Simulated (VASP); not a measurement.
All values below come from PBEsol GGA, VASP's PBE PAW potentials (set 64) (plane waves; VASP).

The input files of a VASP run:

**KPOINTS**
```
Automatic mesh
0
Gamma
6 6 6
0 0 0
```

INCAR:
```
SYSTEM = Li3N
PREC = Accurate
ENCUT = 600
EDIFF = 1E-7
NELM = 100
ALGO = Normal
LREAL = .FALSE.
LASPH = .TRUE.
ISMEAR = 0
SIGMA = 0.05
GGA = PS
LWAVE = .FALSE.
LCHARG = .FALSE.
ISIF = 2
```

**POSCAR**
```
Li3N
1
    1.8060453801    -3.1281626268     0.0000000000
    1.8060453801     3.1281626268     0.0000000000
    0.0000000000     0.0000000000     3.8475747633
Li N
3 1
Direct
  0.3333330000   0.6666670000   0.0000000000
  0.6666670000   0.3333330000   0.0000000000
  0.0079919119  -0.0079919119   0.5000000000
  0.0000000000   0.0000000000   0.0000000000
```

POTCAR, in this order: Li_sv N (PBE.64 set). Program: vasp_std.

The run wrote:

### OSZICAR
```
       N       E                     dE             d eps       ncg     rms          rms(c)
DAV:   1     0.568444125116E+02    0.56844E+02   -0.73296E+03  1144   0.148E+03
DAV:   2    -0.114363593075E+02   -0.68281E+02   -0.64082E+02  1531   0.266E+02
DAV:   3    -0.191477442435E+02   -0.77114E+01   -0.76639E+01  1715   0.812E+01
DAV:   4    -0.200711756787E+02   -0.92343E+00   -0.92236E+00  1859   0.219E+01
DAV:   5    -0.200879596877E+02   -0.16784E-01   -0.16783E-01  1557   0.328E+00    0.945E+00
DAV:   6    -0.163941286451E+02    0.36938E+01   -0.23230E+01  1422   0.235E+01    0.441E+00
DAV:   7    -0.162234489140E+02    0.17068E+00   -0.14120E+00  1581   0.733E+00    0.223E+00
DAV:   8    -0.161344467968E+02    0.89002E-01   -0.38695E-01  1345   0.514E+00    0.106E+00
DAV:   9    -0.161253071057E+02    0.91397E-02   -0.46083E-02  1508   0.145E+00    0.326E-01
DAV:  10    -0.161259550737E+02   -0.64797E-03   -0.32432E-03  1517   0.402E-01    0.675E-02
DAV:  11    -0.161258245425E+02    0.13053E-03   -0.11200E-03  1556   0.175E-01    0.284E-02
DAV:  12    -0.161258312452E+02   -0.67026E-05   -0.12701E-04  1478   0.703E-02    0.116E-02
DAV:  13    -0.161258253342E+02    0.59110E-05   -0.31679E-05  1489   0.310E-02    0.152E-03
DAV:  14    -0.161258254350E+02   -0.10076E-06   -0.12308E-06  1596   0.102E-02    0.876E-04
DAV:  15    -0.161258253827E+02    0.52245E-07   -0.11798E-07   950   0.243E-03
   1 F= -.16125825E+02 E0= -.16125825E+02  d E =-.783959E-18
```

**OUTCAR**
```
------------------------ aborting loop because EDIFF is reached ----------------------------------------
  FORCE on cell =-STRESS in cart. coord.  units (eV):
  Direction    XX          YY          ZZ          XY          YZ          ZX
  --------------------------------------------------------------------------------------
  Total       -0.0716757     -0.0796012     -0.0276785      0.0000000      0.0000000      0.0000000
  in kB       -2.6414795     -2.9335602     -1.0200410      0.0000000      0.0000000      0.0000000
  external PRESSURE =      -2.1983603 kB  Pullay stress =       0.0000000 kB
  volume of cell :       43.47
      direct lattice vectors                 reciprocal lattice vectors
     1.806045380 -3.128162627  0.000000000     0.276847972 -0.159838237  0.000000000
     1.806045380  3.128162627  0.000000000     0.276847972  0.159838237  0.000000000
     0.000000000  0.000000000  3.847574763     0.000000000  0.000000000  0.259903981
 POSITION                                       TOTAL-FORCE (eV/Angst)
 -----------------------------------------------------------------------------------
      1.80605      1.04272      0.00000         0.000000     -0.034969      0.000000
      1.80605     -1.04272      0.00000         0.000000     -0.031435      0.000000
      1.80605      3.07816      1.92379         0.000000      0.103723      0.000000
      0.00000      0.00000      0.00000         0.000000     -0.037319      0.000000
 -----------------------------------------------------------------------------------
    total drift:                                0.000000     -0.000018      0.000000
  FREE ENERGIE OF THE ION-ELECTRON SYSTEM (eV)
  ---------------------------------------------------
  free  energy   TOTEN  =       -16.1258253827 eV

  energy  without entropy=      -16.1258253827  energy(sigma->0) =      -16.12582538
```
(Selected blocks of OUTCAR.)

OUTCAR:
```
 val. band max:        1.3564450397   @ k =   0.0000   0.0000   0.5000

 cond. band min:       2.4356546769   @ k =   0.0000   0.0000   0.0000


 Fermi energy:         1.6450035341

 k-point     1 :       0.0000    0.0000    0.0000
  band No.  band energies     occupation
      1     -42.4629      2.00000
      2     -42.0802      2.00000
      3     -41.9832      2.00000
      4     -10.0678      2.00000
      5      -0.2404      2.00000
      6       1.1479      2.00000
      7       1.1483      2.00000
      8       2.4357      0.00000
      9       8.6449      0.00000
     10       8.6463      0.00000
     11       9.7040      0.00000

 k-point     2 :       0.1667    0.0000    0.0000
  band No.  band energies     occupation
      1     -42.4394      2.00000
      2     -42.1023      2.00000
      3     -41.9833      2.00000
      4     -10.0414      2.00000
      5      -0.0589      2.00000
      6       0.3099      2.00000
      7       0.8371      2.00000
      8       3.2393      0.00000
      9       8.6500      0.00000
     10       9.3824      0.00000
     11       9.4015      0.00000

 k-point     3 :      -0.1667    0.1667    0.0000
  band No.  band energies     occupation
      1     -42.4394      2.00000
      2     -42.1023      2.00000
      3     -41.9833      2.00000
      4     -10.0414      2.00000
      5      -0.0588      2.00000
      6       0.3104      2.00000
      7       0.8366      2.00000
      8       3.2393      0.00000
      9       8.6523      0.00000
     10       9.3816      0.00000
     11       9.3992      0.00000

 k-point     4 :       0.3333   -0.0000    0.0000
  band No.  band energies     occupation
      1     -42.3795      2.00000
      2     -42.1597      2.00000
      3     -41.9835      2.00000
      4      -9.9895      2.00000
      5      -0.6352      2.00000
      6       0.3221      2.00000
      7       0.3487      2.00000
      8       4.4686      0.00000
      9       7.6220      0.00000
...
```

The compound is Li3N in the alpha structure. This cell was strained or had an atom moved on purpose.
